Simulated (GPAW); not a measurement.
Runs of GPAW 26.7.0 on Sb. The cell holds a slab with vacuum, 7 atoms: a = 3.369 Å, b = 3.369 Å, c = 30.990 Å, α = 90.00°, β = 90.00°, γ = 120.00°. The slab is cut from a database's or a generator's crystal, which needn't be the stable form of the element.

```tsv
level	potentials or basis	gap on the mesh (eV)	largest force (eV/Å)	work function (eV)
LDA	the program's PAW data sets (release 1.2.1) made for this functional, pw	none	0.46	4.41
vdW-DF-cx	GPAW PAW data sets (gpaw-data 1.2.1), pw	none	0.34	4.29
revPBE	the program's PAW data sets (release 1.2.1) made for this functional, pw	none	0.37	4.04
r2SCAN	GPAW PAW data sets (gpaw-data 1.2.1), pw	none	0.41	4.25
PBEsol	PAW data sets generated in the run's folder for this functional, pw	none	0.38	4.23
BEEF-vdW	GPAW PAW data sets (gpaw-data 1.2.1), pw	none	(a)	4.35
WC	PAW data sets generated in the run's folder for this functional, pw	none	0.36	4.22
RPBE	the program's PAW data sets (release 1.2.1) made for this functional, pw	none	0.37	(b)
```

Alike in all rows: task single point; no spin polarisation; cell the (0 0 1) slab of Sb, cut from the database cell, not relaxed; k mesh 9 × 9 × 1; cutoff (eV) 450; smearing fermi-dirac 0.05 eV.

**Question.** Fill in the values left out.

**Answer.** (a) 0.35; (b) 4.03.

Caveats: the PAW data sets were made with another functional, which shifts forces and pressure a little (some runs).

A k mesh can miss the band edges, and the runs leave out spin-orbit coupling on Sb.

A gap of «none» marks a metal or a gap under the smearing width.

Runs at the PBE level aren't shown here.
